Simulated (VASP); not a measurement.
HgSe:

```xyz
2
Lattice="0.0000 3.0390 3.0390 3.0390 0.0000 3.0390 3.0390 3.0390 0.0000" Properties=species:S:1:pos:R:3 pbc="T T T"
Hg    0.0000    0.0000    0.0000
Se    4.5585    4.5585    4.5585
```

* Program: VASP 6.6.1
* Task: relaxation of cell and atoms
* Functional: vdW-DF2
* Potentials or basis: VASP PAW PBE potentials, release 64 (Hg, Se)
* Cutoff: 600 eV
* k mesh: 8 × 8 × 8
* Occupations: fermi-dirac, width 0.05 eV
* Spin: no spin polarisation

At the start: pressure 10.6 GPa; volume 28.07 Å³/atom.

Problem. How do energy, volume and symmetry change on relaxing?

Solution. Over 4 steps the energy falls by 165.2 meV/atom and the volume is 34.16 Å³/atom (+21.7 %); space group F-43m (No. 216, to 0.05 Å).

The path:
```tsv
step	energy change (eV)	largest force (eV/Å)	pressure (GPa)	volume (Å³)
1	0.0000	0.0000	10.61	56.13
2	-0.3049	0.0000	-1.75	72.63
3	-0.3304	0.0000	0.10	68.07
4	-0.3304	0.0000	-0.02	68.32
```

Final structure:
```
Hg Se
1.0
     0.00000    3.24470    3.24470
     3.24470    0.00000    3.24470
     3.24470    3.24470    0.00000
Hg Se
1 1
Direct
  0.00000 0.00000 0.00000
  0.75000 0.75000 0.75000
```

Caveat: the volume moved by over 15 % at a fixed basis, so the end points are rough; the PAW data sets were made with another functional, which shifts forces and pressure a little; the volume moved by +22 % from the deposited cell, more than functionals usually miss.
